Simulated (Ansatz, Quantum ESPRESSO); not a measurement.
# BaS (Fm-3m): Raman and infrared activity

Aim: Raman and infrared lines of BaS (Fm-3m).

Main program and level: Quantum ESPRESSO 8.0 development, patched; DFT LDA, scalar-relativistic, plane waves, PseudoDojo norm-conserving pseudopotentials.

## Step 1: The structure

Symmetry: Fm-3m, No. 225, cubic system. The conventional cell has a = 6.388 Å, b = 6.388 Å, c = 6.388 Å, α = 90.00°, β = 90.00°, γ = 90.00°. Nearest to Ba lie 6 S at 3.19 Å. S has 6 Ba at 3.19 Å nearest. Farther neighbours and most contacts between anions are not listed.

## Step 2: A first look

Before anything dear is run, a loose run with smearing shows whether this is a metal and how far the cell is from rest.

Contents of probe.in:

```
&control
   calculation = 'scf'
   prefix = 'x'
   outdir = './tmp'
   pseudo_dir = './pseudo'
   tprnfor = .true.
   tstress = .true.
   verbosity = 'high'
/
&system
   ibrav = 2
   celldm(1) = 12.07062562
   nat = 2
   ntyp = 2
   ecutwfc = 57.0
   occupations = 'smearing'
   smearing = 'gaussian'
   degauss = 0.01
/
&electrons
   conv_thr = 1.0d-07
   mixing_beta = 0.7
   electron_maxstep = 100
/
ATOMIC_SPECIES
 Ba    137.3270  Ba.upf
 S      32.0600  S.upf
ATOMIC_POSITIONS crystal
 Ba     0.000000000   0.000000000   0.000000000
 S      0.500000000   0.500000000   0.500000000
K_POINTS automatic
 6 6 6 0 0 0
```

The run is started by

```console
$ OMP_NUM_THREADS=1 mpirun -n 2 pw.x -nk 2 -in probe.in > probe.out
```

What it wrote:

```text
[banners, grids, parts of the stress and lines that vanish by symmetry left out]
Program PWSCF v.8.0dev
     bravais-lattice index     =            2
     lattice parameter (alat)  =      12.0706  a.u.
[...]
kinetic-energy cutoff     =      57.0000  Ry
     charge density cutoff     =     228.0000  Ry
     scf convergence threshold =      1.0E-07
[...]
Exchange-correlation= SLA-PW-NOGX-NOGC
                           (   1   4   0   0   0   0   0)
[...]
48 Sym. Ops., with inversion, found
[...]
(     0          1          0      )
                  (     0          0          1      )
[...]
(  0.0000000  1.0000000  0.0000000 )
                  (  0.0000000  0.0000000  1.0000000 )
[...]
(     1          0         -1      )
                  (     0          0         -1      )
[...]
(  0.0000000 -1.0000000  0.0000000 )
[...]
(     0          1         -1      )
                  (     0          1          0      )
[...]
( -1.0000000  0.0000000  0.0000000 )
                  (  0.0000000  1.0000000  0.0000000 )
[...]
number of k points=    16  Gaussian smearing, width (Ry)=  0.0100
[...]
End of self-consistent calculation
[...]
the Fermi energy is     6.5557 ev
!    total energy              =     -78.76843516 Ry
[...]
convergence has been achieved in   7 iterations
[...]
atom    1 type  1   force =     0.00000000    0.00000000   -0.00000000
     atom    2 type  2   force =     0.00000000   -0.00000000    0.00000000
[...]
Total force =     0.000000     Total SCF correction =     0.000000
[...]
total   stress  (Ry/bohr**3)                   (kbar)     P=      -21.93
[...]
XML data file, charge density, pseudopotentials, collected wavefunctions

   JOB DONE.
```

Run time: 5.4 s. Hardware: 2 MPI ranks of Intel Xeon Platinum 8488C (Sapphire Rapids), shared host.

Read from the output:

```yaml
volume_per_atom: 32.58 Å³
pressure: -2.193 GPa
gap_on_the_k_mesh: 1.948 eV
```

A gap of 1.9 eV opens on this mesh, so the crystal is taken as an insulator; the start stands at -2.2 GPa.

## Step 3: Relaxation

The relaxation runs at a cutoff a fifth above that of the response, since stress converges more slowly with the basis than frequencies do. Forces and stress are brought to rest with tight thresholds.

Contents of relax.in:

```
&control
   calculation = 'vc-relax'
   prefix = 'x'
   outdir = './tmp'
   pseudo_dir = './pseudo'
   tprnfor = .true.
   tstress = .true.
   forc_conv_thr = 2.0d-05
   etot_conv_thr = 1.0d-07
   nstep = 40
/
&system
   ibrav = 2
   celldm(1) = 12.07062562
   nat = 2
   ntyp = 2
   ecutwfc = 68
   occupations = 'fixed'
   nbnd = 10
/
&electrons
   conv_thr = 1.0d-11
   mixing_beta = 0.7
   electron_maxstep = 100
/
&ions
/
&cell
   press_conv_thr = 0.2
/
ATOMIC_SPECIES
 Ba    137.3270  Ba.upf
 S      32.0600  S.upf
ATOMIC_POSITIONS crystal
 Ba     0.000000000   0.000000000   0.000000000
 S      0.500000000   0.500000000   0.500000000
K_POINTS automatic
 6 6 6 0 0 0
```

The run is started by

```console
$ OMP_NUM_THREADS=1 mpirun -n 2 pw.x -nk 2 -in relax.in > relax.out
```

What it wrote:

```text
[banners, grids, parts of the stress and lines that vanish by symmetry left out]
[banner, memory and clock lines left out]
Program PWSCF v.8.0dev

[...]
kinetic-energy cutoff     =      68.0000  Ry
     charge density cutoff     =     272.0000  Ry
     scf convergence threshold =      1.0E-11
[...]
energy convergence thresh.=      1.0E-07
     force convergence thresh. =      2.0E-05
     press convergence thresh. =      2.0E-01
     Exchange-correlation= SLA-PW-NOGX-NOGC
                           (   1   4   0   0   0   0   0)
[...]
48 Sym. Ops., with inversion, found
[...]
number of k points=    16
[...]
c_bands:  1 eigenvalues not converged
[...]
End of self-consistent calculation
[...]
highest occupied, lowest unoccupied level (ev):     5.6375    7.5855
!    total energy              =     -78.76844127 Ry
[...]
convergence has been achieved in  11 iterations
[...]
atom    1 type  1   force =     0.00000000    0.00000000    0.00000000
     atom    2 type  2   force =     0.00000000    0.00000000    0.00000000
     Total force =     0.000000     Total SCF correction =     0.000000
[...]
total   stress  (Ry/bohr**3)                   (kbar)     P=      -21.91
[...]
number of bfgs steps    =   0
[...]
CELL_PARAMETERS (alat= 12.07062562)
[...]
ATOMIC_POSITIONS (crystal)
Ba               0.0000000000        0.0000000000        0.0000000000
S                0.5000000000        0.5000000000        0.5000000000
[...]
New effective cutoffs (rho, wfc):  273.80   68.49
[...]
End of self-consistent calculation
[...]
highest occupied, lowest unoccupied level (ev):     5.7458    7.6748
!    total energy              =     -78.76909367 Ry
[...]
convergence has been achieved in   8 iterations
[...]
atom    1 type  1   force =     0.00000000    0.00000000    0.00000000
     atom    2 type  2   force =    -0.00000000   -0.00000000   -0.00000000
     Total force =     0.000000     Total SCF correction =     0.000000
[...]
total   stress  (Ry/bohr**3)                   (kbar)     P=      -17.28
[...]
number of bfgs steps    =   1
[...]
CELL_PARAMETERS (alat= 12.07062562)
[...]
ATOMIC_POSITIONS (crystal)
Ba               0.0000000000        0.0000000000        0.0000000000
S                0.5000000000        0.5000000000        0.5000000000
[...]
New effective cutoffs (rho, wfc):  276.90   69.26
[...]
End of self-consistent calculation
[...]
highest occupied, lowest unoccupied level (ev):     5.9116    7.8109
!    total energy              =     -78.76976627 Ry
[...]
convergence has been achieved in  11 iterations
[...]
atom    1 type  1   force =     0.00000000    0.00000000   -0.00000000
     atom    2 type  2   force =    -0.00000000   -0.00000000    0.00000000
     Total force =     0.000000     Total SCF correction =     0.000000
[...]
total   stress  (Ry/bohr**3)                   (kbar)     P=       -9.82
[...]
number of bfgs steps    =   2
[...]
CELL_PARAMETERS (alat= 12.07062562)
[...]
ATOMIC_POSITIONS (crystal)
[...]
New effective cutoffs (rho, wfc):  280.95   70.28
[...]
End of self-consistent calculation
[...]
highest occupied, lowest unoccupied level (ev):     6.1308    7.9891
!    total energy              =     -78.77005837 Ry
[...]
convergence has been achieved in  11 iterations
[...]
atom    1 type  1   force =    -0.00000000   -0.00000000   -0.00000000
     atom    2 type  2   force =     0.00000000    0.00000000   -0.00000000
     Total force =     0.000000     Total SCF correction =     0.000000
[...]
total   stress  (Ry/bohr**3)                   (kbar)     P=        0.71
[...]
number of bfgs steps    =   3
[...]
CELL_PARAMETERS (alat= 12.07062562)
[...]
ATOMIC_POSITIONS (crystal)
[...]
New effective cutoffs (rho, wfc):  280.68   70.21
[...]
End of self-consistent calculation
[...]
highest occupied, lowest unoccupied level (ev):     6.1160    7.9771
!    total energy              =     -78.77005979 Ry
[...]
convergence has been achieved in   8 iterations
[...]
atom    1 type  1   force =     0.00000000    0.00000000   -0.00000000
     atom    2 type  2   force =     0.00000000    0.00000000   -0.00000000
     Total force =     0.000000     Total SCF correction =     0.000000
[...]
total   stress  (Ry/bohr**3)                   (kbar)     P=       -0.03
[...]
number of bfgs steps    =   4
[...]
small trust_radius: resetting bfgs history
[...]
CELL_PARAMETERS (alat= 12.07062562)
[...]
ATOMIC_POSITIONS (crystal)
[...]
New effective cutoffs (rho, wfc):  280.68   70.21
[...]
End of self-consistent calculation
[...]
highest occupied, lowest unoccupied level (ev):     6.1161    7.9772
!    total energy              =     -78.77005979 Ry
[...]
convergence has been achieved in   3 iterations
[...]
atom    1 type  1   force =     0.00000000    0.00000000    0.00000000
     atom    2 type  2   force =     0.00000000    0.00000000   -0.00000000
     Total force =     0.000000     Total SCF correction =     0.000000
[...]
total   stress  (Ry/bohr**3)                   (kbar)     P=       -0.02
[...]
bfgs converged in   6 scf cycles and   5 bfgs steps
[...]
End of BFGS Geometry Optimization
     Final enthalpy           =     -78.7700597884 Ry
     File ./tmp/x.bfgs deleted, as requested
[...]
CELL_PARAMETERS (alat= 12.07062562)
[...]
ATOMIC_POSITIONS (crystal)
Ba              -0.0000000000       -0.0000000000        0.0000000000
S                0.5000000000        0.5000000000        0.5000000000
[...]
Final scf calculation at the relaxed structure.
[...]
kinetic-energy cutoff     =      68.0000  Ry
     charge density cutoff     =     272.0000  Ry
     scf convergence threshold =      1.0E-13
[...]
press convergence thresh. =      2.0E-01
     Exchange-correlation= SLA-PW-NOGX-NOGC
                           (   1   4   0   0   0   0   0)
[...]
48 Sym. Ops., with inversion, found
[...]
number of k points=    16
[...]
End of self-consistent calculation
[...]
highest occupied, lowest unoccupied level (ev):     6.1161    7.9772
!    total energy              =     -78.77005898 Ry
[...]
convergence has been achieved in  12 iterations
[...]
atom    1 type  1   force =     0.00000000   -0.00000000    0.00000000
     atom    2 type  2   force =    -0.00000000   -0.00000000    0.00000000
     Total force =     0.000000     Total SCF correction =     0.000000
[...]
total   stress  (Ry/bohr**3)                   (kbar)     P=       -0.02
[...]
XML data file, charge density, pseudopotentials, collected wavefunctions
```

Wall time 32 s (2 MPI ranks).

Relaxation path:

```
step  energy less that of the first step (eV)  largest force (eV/Å)  pressure (GPa)  volume (Å³)
   1                                   0.0000                0.0000           -2.19        65.15
   2                                  -0.0089                0.0000           -1.73        64.43
   3                                  -0.0180                0.0000           -0.98        63.35
   4                                  -0.0220                0.0000            0.07        61.98
   5                                  -0.0220                0.0000            0.00        62.08
   6                                  -0.0220                0.0000            0.00        62.07
   7                                  -0.0220                0.0000            0.00        62.07
```

```
conventional cell, symmetrised  before  after  change
                         a (Å)   6.388  6.285  -1.6 %
                         b (Å)   6.388  6.285  -1.6 %
                         c (Å)   6.388  6.285  -1.6 %
              volume (Å³/atom)   32.58  31.04  -4.7 %
```

Final coordinates:

```xyz
2
Lattice="-3.1426 0.0000 3.1426 0.0000 3.1426 3.1426 -3.1426 3.1426 0.0000" Properties=species:S:1:pos:R:3 pbc="T T T"
Ba    0.0000    0.0000    0.0000
S    -3.1426    3.1426    3.1426
```

The last row of the table of steps is pw.x's closing run on a basis chosen anew for the final cell, so its energy can jump.

This step gave:

```
volume per atom   : 31.04 Å³
pressure          : -0.002 GPa
gap on the k-mesh : 1.861 eV
```

The volume changes by -4.7 % from the cell with which this run began.

## Step 4: Self-consistent run for the response

The response is built on this ground state, so it is converged far tighter than an energy would need. With a gap, occupations are fixed, which also allows the response to an electric field.

Contents of scf.in:

```
&control
   calculation = 'scf'
   prefix = 'x'
   outdir = './tmp'
   pseudo_dir = './pseudo'
   tprnfor = .true.
   tstress = .true.
/
&system
   ibrav = 2
   celldm(1) = 11.87743808
   nat = 2
   ntyp = 2
   ecutwfc = 57.0
   occupations = 'fixed'
   nbnd = 10
/
&electrons
   conv_thr = 1.0d-12
   mixing_beta = 0.7
   electron_maxstep = 100
/
ATOMIC_SPECIES
 Ba    137.3270  Ba.upf
 S      32.0600  S.upf
ATOMIC_POSITIONS crystal
 Ba     0.000000000   0.000000000   0.000000000
 S      0.500000000   0.500000000   0.500000000
K_POINTS automatic
 6 6 6 0 0 0
```

The run is started by

```console
$ OMP_NUM_THREADS=1 mpirun -n 2 pw.x -nk 2 -in scf.in > scf.out
```

What it wrote:

```text
[banners, grids, parts of the stress and lines that vanish by symmetry left out]
[banner, memory and clock lines left out]
Program PWSCF v.8.0dev

[...]
kinetic-energy cutoff     =      57.0000  Ry
     charge density cutoff     =     228.0000  Ry
     scf convergence threshold =      1.0E-12
[...]
Exchange-correlation= SLA-PW-NOGX-NOGC
                           (   1   4   0   0   0   0   0)
[...]
48 Sym. Ops., with inversion, found
[...]
number of k points=    16
[...]
End of self-consistent calculation
[...]
highest occupied, lowest unoccupied level (ev):     6.1161    7.9772
!    total energy              =     -78.77005279 Ry
[...]
convergence has been achieved in  12 iterations
[...]
atom    1 type  1   force =     0.00000000    0.00000000    0.00000000
     atom    2 type  2   force =     0.00000000    0.00000000    0.00000000
     Total force =     0.000000     Total SCF correction =     0.000000
[...]
total   stress  (Ry/bohr**3)                   (kbar)     P=       -0.04
[...]
XML data file, charge density, pseudopotentials, collected wavefunctions
```

The job ended after 6.5 s (2 MPI ranks).

Numbers from this step:

```yaml
pressure: -0.004 GPa
```

The cell stands at -0.004 GPa, close enough for phonons.

[end of part 1 of 3]

[Host names and launcher messages were left out of these logs when they were recorded.]

[Logs are printed without paths, hosts, clocks, repeated set-up lines and the standing remarks that a program may print on its own settings, such as how far it seeks lower states.]

[Hosts, paths, dates, database ids (printed as entryN), source tags and the programs' standing remarks are cut or masked in the printed files.]
